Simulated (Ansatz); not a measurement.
## ZrO₂: do energies and stresses tell the same story?

These are results of Ansatz, DFT r2SCAN, scalar-relativistic, plane waves, PAW, not measurements.

Settings: cutoff 500 eV, Γ-centred mesh 8×8×8 on the computed 3-atom cell, Gaussian smearing of 0.02 eV; no spin polarisation.

Relaxed cell: Fm-3m, a = 5.089 Å, b = 5.089 Å, c = 5.089 Å, α = 90.00°, β = 90.00°, γ = 90.00°, 3 atoms in the primitive cell. This fluorite-type form isn't the usual stable structure of the compound.

Energies at zero smearing and pressures from the stress tensor, at volumes with shape and atoms relaxed:
```csv
V (Å³/atom),E − E(first) (meV/atom),P (GPa)
9.667,0.00,42.77
9.997,-73.92,29.45
10.327,-122.47,18.06
10.656,-149.35,8.32
10.986,-157.67,-0.02
11.315,-150.10,-7.16
11.645,-128.92,-13.28
12.084,-82.84,-20.09
```

Task: Check P = −dE/dV between neighbouring volumes, and get the bulk modulus from the pressures alone.

Result: With 1 eV/Å³ = 160.2 GPa:
```tsv
middle V (Å³/atom)	−ΔE/ΔV (GPa)	mean P (GPa)
9.832	35.935	36.110
10.162	23.602	23.755
10.491	13.066	13.193
10.821	4.048	4.153
11.150	-3.680	-3.588
11.480	-10.300	-10.218
11.865	-16.799	-16.682
```

The two differ by 0.17 GPa at most. The mean of two end pressures misses the average over a step by about ΔV² P″/12, up to 0.17 GPa here; with that taken off 0.00 GPa remains. Around V = 10.986 Å³/atom, the two neighbours give B = −V ΔP/ΔV = 10.986 × 15.48 / 0.659 = 258.0 GPa, against B0 = 256.9 GPa from the Birch–Murnaghan fit of the energies.